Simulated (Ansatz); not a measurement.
**Magnetic states of cobalt, omega (AlB2-type)**

Theory: DFT, RPBE, plane waves (420 eV) with PAW, scalar-relativistic in Ansatz. The PAW files were generated under PBE, with cores re-solved for the functional.

Each start was relaxed and then solved on a dense mesh, with Fermi-Dirac smearing of 0.05 eV (0.1 eV in a metal without spin) extrapolated to zero. Rows within 2 meV/atom of each other tie.

(1) Where does each start end, and how do the energies compare? Starts: non-magnetic; ferromagnetic.

Results:

(1) 
```json
{"start": "ferromagnetic", "ends": "ferromagnetic, net 1.68 μB per atom", "ΔE (meV/atom)": "0.0", "V (Å³/atom)": "11.36"}
{"start": "non-magnetic", "ends": "spin not included", "ΔE (meV/atom)": "325.4", "V (Å³/atom)": "10.83"}
```
